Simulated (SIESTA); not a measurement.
Ir:

```
CELL_PARAMETERS angstrom
2.75138 0.00000 0.00000
-1.37569 2.38276 0.00000
0.00000 0.00000 4.46229
ATOMIC_POSITIONS crystal
Ir 0.33333 0.66667 0.25000
Ir 0.66667 0.33333 0.75000
```

This isn't the form of Ir at room conditions, which is fcc.

Base run:

| Item | Value |
| --- | --- |
| Program | SIESTA 5.4.2 |
| Functional | PBEsol |
| Potentials or basis | PseudoDojo 0.4 standard (PBE files) |
| Basis | SZ (energy shift 0.003 Ry) |
| Grid cutoff | 800 Ry |
| Energy shift | 0.003 Ry |
| k mesh | 11 × 11 × 6 |
| Occupations | fermi-dirac, width 0.05 eV |
| Spin | no spin polarisation |

Its results: band gap on the k mesh none (metal or under the smearing width); pressure -13.2 GPa.

Problem. After a change of settings the same cell gave: band gap on the k mesh none (metal or under the smearing width); pressure -9.0 GPa. Which change was it?
A. basis from SZ (energy shift 0.003 Ry) to TZP (energy shift 0.003 Ry; two zetas on semicore shells)
B. basis from SZ (energy shift 0.003 Ry) to DZ (energy shift 0.003 Ry; two zetas on semicore shells)
C. basis from SZ (energy shift 0.003 Ry) to SZP (energy shift 0.003 Ry)
D. basis from SZ (energy shift 0.003 Ry) to TZDP (energy shift 0.003 Ry; two zetas on semicore shells)

Solution. A.

Caveats: the potentials were made for another functional, which shifts forces and pressure; short orbitals over semicore shells can move pressures by several GPa; the valence orbitals were made in a potential fitted to the semicore shell under them, which widens gaps by tenths of an eV or more; spin-orbit coupling is left out, which moves the levels of the heavy elements; the basis of atomic orbitals isn't converged, which shifts pressures, moduli and gaps; the basis has no polarisation orbitals (some runs).

Runs at the PBE level aren't shown here.
